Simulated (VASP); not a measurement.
Wanted: the native input for a VASP 6.6.1 run.

```yaml
Task: relaxation of cell and atoms
Functional: PBE
Potentials_or_basis: VASP PAW PBE potentials, release 64 (Al, B, H)
Cutoff: 600 eV
k_mesh: 6 × 6 × 4
Occupations: gaussian, width 0.1 eV
Spin: no spin polarisation
Dipole_correction: no
Further_INCAR_settings: ALGO = Normal; EDIFF = 1e-07; IBRION = 2; EDIFFG = -0.04; NSW = 90; ISIF = 3
```

The structure of AlB2H2 lies in POSCAR:

```
AlB2H2
1.0
    1.6024894900     -2.7631843200      0.0000000000
    1.6024894900      2.7631843200      0.0000000000
    0.0000000000      0.0000000000      4.5909892300
Al B H
1 2 2
Direct
    0.5000000000      0.5000000000      0.0000000000
    0.0000000000      0.0000000000      0.7659338100
    0.0000000000      0.0000000000      0.2340661900
    0.0000000000      0.5000000000      0.5000000000
    0.5000000000      0.0000000000      0.5000000000
```

The cell was built by a generator and needn't be a form met in nature.

The cell isn't the ideal one: random cell by space group and Wyckoff sites (Cmmm, No. 65).

One way to write it, as run:

INCAR

```
PREC = Accurate
ENCUT = 600
EDIFF = 1E-7
ISMEAR = 0
SIGMA = 0.1
LREAL = False
LASPH = True
NELM = 60
ALGO = Normal
ISIF = 3
LWAVE = False
LCHARG = False
GGA = PE
IBRION = 2
NSW = 90
EDIFFG = -0.04
```

KPOINTS

```
regular mesh
0
Gamma
  6 6 4
```

Potentials or basis: VASP PAW PBE potentials, release 64 (Al, B, H).

Command:

```console
$ cat potpaw_PBE.64/Al/POTCAR potpaw_PBE.64/B/POTCAR potpaw_PBE.64/H/POTCAR > POTCAR
$ mpirun -np 1 vasp_std > vasp.out
```

Results of the run:

```
Relaxed volume                         : 7.47 Å³/atom
Relaxed cell                           : a = 2.862 Å, b = 2.862 Å, c = 4.889 Å, α = 90.00°, β = 90.00°, γ = 111.12°
Space group after relaxing (to 0.05 Å) : Cmmm (No. 65)
Energy gained by relaxing              : 725.8 meV/atom
Ionic steps                            : 32
Pressure after relaxing                : -0.1 GPa
Largest force after relaxing           : 0.035 eV/Å
Band gap on the k mesh                 : none (metal or under the smearing width)
```

Caveat: the k mesh is coarse (spacing up to 0.38 Å⁻¹), so the values aren't converged.

Run time: 3.5 min on 1 thread of AMD EPYC 9R45 (Zen 5) (shared host), peak memory 0.16 GiB.
